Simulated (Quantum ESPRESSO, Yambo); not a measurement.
# A GW chain in Yambo: SiC (Moissanite), part 3 of 3

Aim: the G0W0 gap of SiC (Moissanite) on PBE, step by step.

Quantum ESPRESSO 7.5 and Yambo 5.3.0; PBE and many-body steps on it, plane waves. Known limits of the many-body steps: not at the basis limit; coarse k mesh.

So far. Step 3 (Bands along the symmetry lines): The gap is 2.283 eV, as in the run before at this level. Step 4 (Empty states on the mesh, 3×3×4 mesh, 180 bands): On this mesh the gap is 2.283 eV.

**6. Screening and self-energy, 3×3×4 mesh, 180 bands, screening to 210.9 eV**

G0W0 replaces the xc potential by the self-energy, built once from these orbitals. Only a window of levels is corrected, while the sums run over the empty bands that the input names.

This step: G0W0 on PBE, plane waves, norm-conserving pseudopotentials.

Input file gw1.in:

```
HF_and_locXC
gw0
dyson
ppa
em1d
rim_cut
RandQpts= 1000000
RandGvec= 1 RL
EXXRLvcs= 74 Ry
VXCRLvcs= 296 Ry
Chimod= "HARTREE"
% BndsRnXp
 1 | 180 |
%
NGsBlkXp= 15.5 Ry
% LongDrXp
 1 | 1 | 1 |
%
% GbndRnge
 1 | 180 |
%
DysSolver= "n"
ExtendOut
PPAPntXp= 27.21138 eV
% QPkrange
 1 | 10 | 1 | 14 |
%
```

Command:

```sh
$ OMP_NUM_THREADS=1 mpirun -n 4 yambo -F gw1.in -J gw1 -C gw1 > gw1.log
```

What it wrote:

```text
 Yambo, version 5.3.0

 [02] CORE Variables Setup
 =========================

  [... cell, symmetries and grids as in the set-up ...]

  [02.05] Energies & Occupations
  ==============================

  [X] === General ===
  [X] Electronic Temperature                        :  0.000000  0.000000 [eV K]
  [X] Bosonic    Temperature                        :  0.000000  0.000000 [eV K]
  [X] Finite Temperature mode                       : no
  [X] El. density                                   :  0.38681E+24 [cm-3]
  [X] Fermi Level                                   :  9.650849 [eV]

  [X] === Gaps and Widths ===
  [X] Conduction Band Min                           :  2.283037 [eV]
  [X] Valence Band Max                              :  0.000000 [eV]
  [X] Filled Bands                                  :   8
  [X] Empty Bands                                   :    9  180
  [X] Direct Gap                                    :  4.286464 [eV]
  [X] Direct Gap localized at k                     :   4
  [X] Indirect Gap                                  :  2.283037 [eV]
  [X] Indirect Gap between kpts                     :   1   7
  [X] Last valence band width                       :  3.832875 [eV]
  [X] 1st conduction band width                     :  3.608972 [eV]

 [03] Transferred momenta grid and indexing
 ==========================================

 IBZ Q-points                                      :  10
 BZ  Q-points                                      :   36

 K/Q-points units:
 rlu = crystal or reduced units; cc = cartesian coordinates; iku = interal k-units

 Q [ 1]         [rlu]:  0.000000  0.000000  0.000000
 Q [ 2]         [rlu]:  0.000000  0.000000  0.250000
 Q [ 3]         [rlu]:  0.000000  0.000000 -0.500000
 Q [ 4]         [rlu]:  0.10530E-16  0.33333       0.0000
 Q [ 5]         [rlu]:  0.10530E-16  0.33333      0.25000
 Q [ 6]         [rlu]:  0.10530E-16  0.33333     -0.50000
 Q [ 7]         [rlu]:  0.333333  0.333333  0.000000
 Q [ 8]         [rlu]:  0.333333  0.333333  0.250000
 Q [ 9]         [rlu]:  0.333333  0.333333 -0.500000
 Q [10]         [rlu]: -0.10530E-16 -0.33333      0.25000

 [04] Coloumb potential Random Integration (RIM)
 ===============================================

  [04.01] RIM initialization
  ==========================

  * Diagonal components only detected *

  8 x (sBL volume)        :  0.197473 [a.u.]
  sBZ random points       :  1000000
  Points outside the sBZ  :   7980387
  RL volume               :  0.888629 [a.u.]
  Integrated volume       :  0.890813 [a.u.]

  [04.02] RIM integrals
  =====================

  Gamma point sphere radius             :  0.105630 [a.u.]
  Points outside the sphere             :   813512
  [Int_sBZ(q=0) 1/q^2]*(Vol_sBZ)^(-1/3) =:  7.220721
                                 should be <:  7.795600

  Summary of Coulomb integrals for non-metallic bands |Q|[au] RIM/Bare

  Q [1] 0.100000E-4 0.926256 * Q [2] 0.164665 0.633513
  Q [3] 0.329330 0.866147 * Q [4] 0.416047 1.148303
  Q [5] 0.447448 1.092121 * Q [10] 0.447448 1.090956
  Q [6] 0.530616 1.026046 * Q [7] 0.720615 1.047175
  Q [8] 0.739189 1.040740 * Q [9] 0.792303 1.027473

 [05] Dipoles
 ============

  [05.01] Setup: observables and procedures
  =========================================

  [WARNING] [x,Vnl] slows the Dipoles computation. To neglect it rename the ns.kb_pp file

 [06] Dynamic Dielectric Matrix (PPA)
 ====================================

 [WR./gw1//ndb.pp]---------------------------------------------------------------
  Brillouin Zone Q/K grids (IBZ/BZ)                :   10   36   10   36
  RL vectors                                       :   3863 [WF]
  Coulomb cutoff potential                         : none
  Electronic Temperature                           :  0.000000 [K]
  Bosonic    Temperature                           :  0.000000 [K]
  PPA    diel. fun.  energies                      : Perdew, Burke & Ernzerhof(X)+Perdew, Burke & Ernzerhof(C)
  wavefunctions                                    : Perdew, Burke & Ernzerhof(X)+Perdew, Burke & Ernzerhof(C)
  Global Gauge                                     : length
  X matrix size                                    :   325
  X band range                                     :    1  180
  X e/h energy range                               : -1.000000 -1.000000 [eV]
  X Time ordering                                  : R
  X Hxc Kernel                                     : HARTREE
  X Drude frequency                                :  0.000000  0.000000
  X poles                                          :  100.0000 [o/o]
  RL vectors in the sum                            :   3863
  [r,Vnl] included                                 : yes
  Field direction                                  :  0.577350E-5  0.577350E-5  0.577350E-5
  BZ energy Double Grid                            : no
  BZ energy DbGd points                            : 0
  BZ Q point size factor                           : -1.000000
  X Optical Averaged directions                    : none

 [07] Local Exchange-Correlation + Non-Local Fock
 ================================================

 [VXC] Plane waves :  23969
 [EXS] Plane waves :  3009

 QP @ state[ 1 ] K range:   1  10
 QP @ state[ 1 ] b range:   1  14

 [xc] Functional : Perdew, Burke & Ernzerhof(X)+Perdew, Burke & Ernzerhof(C)
 [xc] LIBXC used to calculate xc functional
  PP Number of Atomic Species                      :  2
  NLCC RL compoments                               :  23969
  PP Number of Atomic Species                      :  2
  NLCC RL compoments                               :  23969

 [xc] E_xc :  -6.119829 [Ha]
      E_xc :  -12.23966 [Ry]

  Local XC kind (lXC) : Perdew, Burke & Ernzerhof(X)+Perdew, Burke & Ernzerhof(C)
  Non-Local XC kind (nlXC) : Hartree-Fock

  Corrections @ K [1] :  [eV]
 <1|nlXC|1> = -21.76403  0.10996E-16 <1|lXC|1> = -12.80418  0.94408E-16
 <2|nlXC|2> = -21.80688 -0.17749E-17 <2|lXC|2> = -13.85757  0.000000
 <3|nlXC|3> = -17.85871 -0.77045E-17 <3|lXC|3> = -12.05835  0.000000
 <4|nlXC|4> = -17.92431 -0.11086E-16 <4|lXC|4> = -14.49081  0.000000
 <5|nlXC|5> = -17.92368  0.35397E-16 <5|lXC|5> = -14.49081  0.000000
 <6|nlXC|6> = -17.31273 -0.78127E-17 <6|lXC|6> = -14.93726 -0.18882E-15
 <7|nlXC|7> = -17.88872  0.77572E-17 <7|lXC|7> = -15.06937  0.18882E-15
 <8|nlXC|8> = -17.88813 -0.11634E-16 <8|lXC|8> = -15.06937 -0.11329E-14
 <9|nlXC|9> = -6.641638 -0.12556E-17 <9|lXC|9> = -12.10368  0.37763E-15
 <10|nlXC|10> = -7.141519 -0.47532E-17 <10|lXC|10> = -12.78151 -0.37763E-15
[...]
Corrections @ K [2] :  [eV]
[...]
Corrections @ K [3] :  [eV]
[...]
Corrections @ K [4] :  [eV]
[...]
Corrections @ K [5] :  [eV]
[...]
[... 4 further k-points ...]
  Corrections @ K [10] :  [eV]
[...]
<10|nlXC|10> = -5.856492 -0.12899E-17 <10|lXC|10> = -10.91679  0.47204E-16
 <11|nlXC|11> = -5.900622  0.19062E-17 <11|lXC|11> = -11.38954 -0.14161E-15
 <12|nlXC|12> = -6.392364  0.12499E-18 <12|lXC|12> = -12.48246  0.94408E-16
 <13|nlXC|13> = -5.514047 -0.13454E-17 <13|lXC|13> = -11.41265  0.47204E-16
 <14|nlXC|14> = -5.709676  0.35672E-17 <14|lXC|14> = -12.37104 -0.20652E-16

  [07.01] Hartree-Fock occupations report
  =======================================

  [Hartree-Fock] === General ===
  [Hartree-Fock] Electronic Temperature             :  0.000000  0.000000 [eV K]
  [Hartree-Fock] Bosonic    Temperature             :  0.000000  0.000000 [eV K]
  [Hartree-Fock] Finite Temperature mode            : no
  [Hartree-Fock] El. density                        :  0.38681E+24 [cm-3]
  [Hartree-Fock] Fermi Level                        :  9.650849 [eV]

  [Hartree-Fock] === Gaps and Widths ===
  [Hartree-Fock] Conduction Band Min                :  6.646614 [eV]
  [Hartree-Fock] Valence Band Max                   : -2.818759 [eV]
  [Hartree-Fock] Filled Bands                       :   8
  [Hartree-Fock] Empty Bands                        :    9  180
  [Hartree-Fock] Direct Gap                         :  12.33324 [eV]
  [Hartree-Fock] Direct Gap localized at k          :   4
  [Hartree-Fock] Indirect Gap                       :  9.465372 [eV]
  [Hartree-Fock] Indirect Gap between kpts          :   1   7
  [Hartree-Fock] Last valence band width            :  4.843877 [eV]
  [Hartree-Fock] 1st conduction band width          :  4.892295 [eV]

 [08] Dyson equation: Newton solver
 ==================================

  [08.01] G0W0 (W PPA)
  ====================

  [  GW  ] Bands range     :    1  180
  [GW/PPA] G damping       :  0.100000 [eV]

  QP @ state[ 1 ] K range:   1  10
  QP @ state[ 1 ] b range:   1  14

   Sc/G bands                                       :    1  180
   Sc/G damping                                     :  0.100000 ev
   Sc bands terminator                              : no
   Sx RL components                                 :  3009

   QP @ state[ 1 ] K range                          :   1  10
   QP @ state[ 1 ] b range                          :   1  14
   GF energies kind                                 : Perdew, Burke & Ernzerhof(X)+Perdew, Burke & Ernzerhof(C)
   GF WF`s kind                                     : Perdew, Burke & Ernzerhof(X)+Perdew, Burke & Ernzerhof(C)
   Xs energies kind                                 : Perdew, Burke & Ernzerhof(X)+Perdew, Burke & Ernzerhof(C)
   Xs WF`s kind                                     : Perdew, Burke & Ernzerhof(X)+Perdew, Burke & Ernzerhof(C)

 [11] Game Over & Game summary
```

Run time: 15 min. Hardware: 4 MPI ranks of Arm Neoverse V1, shared host; peak memory 1.6 GiB; 60 min of CPU time.

This step gave:

```
G0W0 gap on the mesh                         : 2.999 eV
starting gap on the mesh                     : 2.283 eV
k of the valence top                         : 0, 0, 0
k of the conduction bottom                   : 0.3333, 0.3333, 0
least direct G0W0 gap on the computed points : 5.225 eV
Z at the valence top                         : 0.7952
Z at the conduction bottom                   : 0.8274
```

The gap on the mesh goes from 2.28 eV to 3.00 eV, a correction of +0.72 eV.

Limits: finite bands, cutoff and mesh; coarse k mesh. v1 is the top filled band, c1 the lowest empty one. Levels before and after the correction, in eV, zero at the valence-band top of each column:

|  | conduction bottom | valence top |
| --- | --- | --- |
| Kohn-Sham | 2.28 | 0.00 |
| G0W0 | 3.00 | 0.00 |

|  | level | energy (eV) |
| --- | --- | --- |
| Kohn-Sham | Γ v3 | -0.109 |
| Kohn-Sham | Γ v2-v1 | 0.000 |
| Kohn-Sham | Γ c1 | 4.799 |
| Kohn-Sham | Γ c2 | 6.202 |
| Kohn-Sham | Γ c3 | 6.669 |
| Kohn-Sham | (0.333 0.333 0) v3-v2 | -4.045 |
| Kohn-Sham | (0.333 0.333 0) v1 | -3.833 |
| Kohn-Sham | (0.333 0.333 0) c1 | 2.283 |
| Kohn-Sham | (0.333 0.333 0) c2 | 8.174 |
| Kohn-Sham | (0.333 0.333 0) c3 | 8.857 |
| G0W0 | Γ v3 | -0.050 |
| G0W0 | Γ v2-v1 | 0.000 |
| G0W0 | Γ c1 | 5.744 |
| G0W0 | Γ c2 | 7.084 |
| G0W0 | Γ c3 | 7.531 |
| G0W0 | (0.333 0.333 0) v3-v2 | -4.353 |
| G0W0 | (0.333 0.333 0) v1 | -4.156 |
| G0W0 | (0.333 0.333 0) c1 | 2.999 |
| G0W0 | (0.333 0.333 0) c2 | 9.275 |
| G0W0 | (0.333 0.333 0) c3 | 10.034 |

**7. Where the time went**

Times are wall times on the hardware named with each run, good to a factor of about two.

| step | time | share | memory (GiB) |
| --- | --- | --- | --- |
| ground state | 4.4 s | 0 % | 0.25 |
| bands along the symmetry lines | 4.7 s | 1 % | 0.2 |
| empty states on the mesh | 14 s | 2 % | 0.38 |
| conversion and set-up | 2.1 s | 0 % | 0.23 |
| screening and self-energy | 15 min | 97 % | 1.6 |

**8. What came out**

```yaml
pbe_gap: 2.28 eV, indirect
g0w0_gap_on_the_mesh: 3.00 eV
gw_settings: 3×3×4 mesh, 180 bands, screening to 210.9 eV, Godby-Needs plasmon pole
known_limits: not at the basis limit; coarse k mesh
```

G0W0 moves the gap on the mesh from 2.28 eV to 3.00 eV (+0.72 eV), with Z of 0.80 and 0.83 at the edges. The dearest step here is «screening and self-energy». Against experiment, by G0W0@PBE: the gap of 3.00 eV lies −0.33 eV from the measured 3.33 eV (kind not stated, quoted 2020). The calculation has static nuclei and no excitons; a measured gap holds zero-point and thermal motion, which mostly lowers it. Bands and cutoff are finite, so the gap is not at the basis limit. The miss can reach some tenths of an eV and take either sign; the mesh is an error of its own. The 3×3×4 mesh is coarse for this cell, which bears on the long-range parts of exchange and screening.

[Paths, hosts, dates, memory and timing lines, banners, echoed tables and standing remarks are left out of the program output.]

[Logs are printed without paths, hosts, clocks, repeated set-up lines and the standing remarks that a program may print on its own settings, such as how far it seeks lower states.]

[Runs of the session that timed out or met a known fault of the program may be left out.]

[Hosts, paths, dates, database ids (printed as entryN), source tags and the programs' standing remarks are cut or masked in the printed files.]
